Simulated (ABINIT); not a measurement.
C:

```xyz
2
Lattice="2.1273 -1.2283 0.0000 2.1273 1.2283 0.0000 -1.3791 0.0000 3.5028" Properties=species:S:1:pos:R:3 pbc="T T T"
C    -0.6699    0.0000    3.5025
C     3.5455    0.0000    0.0003
```

This is a stacking variant of graphite.

| Quantity | Value |
| --- | --- |
| Program | ABINIT 10.8.3 (patched build) |
| Task | relaxation of cell and atoms |
| Functional | PBEsol |
| Potentials or basis | JTH PAW PBE v2.0 |
| Cutoff | 517 eV |
| k mesh | 13 × 13 × 8 |
| Occupations | fermi-dirac, width 0.05 eV |
| Spin | no spin polarisation |

At the start: pressure 0.7 GPa; volume 9.15 Å³/atom.

Question: Where does the relaxation end?

Answer: Over 11 steps the energy falls by 2.5 meV/atom and the volume is 9.76 Å³/atom (+6.6 %); space group R-3m (No. 166, to 0.05 Å).

Step by step:
| step | energy change (eV) | largest force (eV/Å) | pressure (GPa) | volume (Å³) |
| --- | --- | --- | --- | --- |
| 1 | 0.0000 | 0.0065 | 0.71 | 18.31 |
| 2 | 0.0000 | 0.0027 | 0.09 | 18.35 |
| 3 | -0.0001 | 0.0020 | 0.03 | 18.36 |
| 4 | -0.0017 | 0.0301 | -0.28 | 18.71 |
| 5 | -0.0034 | 0.0418 | -0.20 | 19.12 |
| 6 | -0.0049 | 0.0238 | -0.01 | 19.37 |
| 7 | 0.0028 | 0.0380 | 0.07 | 21.48 |
| 8 | -0.0047 | 0.0131 | -0.03 | 19.60 |
| 9 | -0.0050 | 0.0088 | -0.02 | 19.48 |
| 10 | -0.0050 | 0.0053 | -0.01 | 19.52 |
| 11 | -0.0050 | 0.0025 | -0.01 | 19.52 |

Final structure:
```yaml
crystal:
  lattice:
    - [2.12872, -1.22903, -0.00990]
    - [2.12872, 1.22903, -0.00990]
    - [-1.39628, 0.00000, 3.73669]
  atoms:
    - { symbol: C, position: [0.16668, 0.16668, 0.00003] }
    - { symbol: C, position: [0.83332, 0.83332, 0.99997] }
```

Caveat: the PAW data sets were made with another functional, which shifts forces and pressure a little; this functional lacks dispersion, which binds the layers, so the pressure and a relaxed spacing across them are unreliable; the atomic spheres overlap.
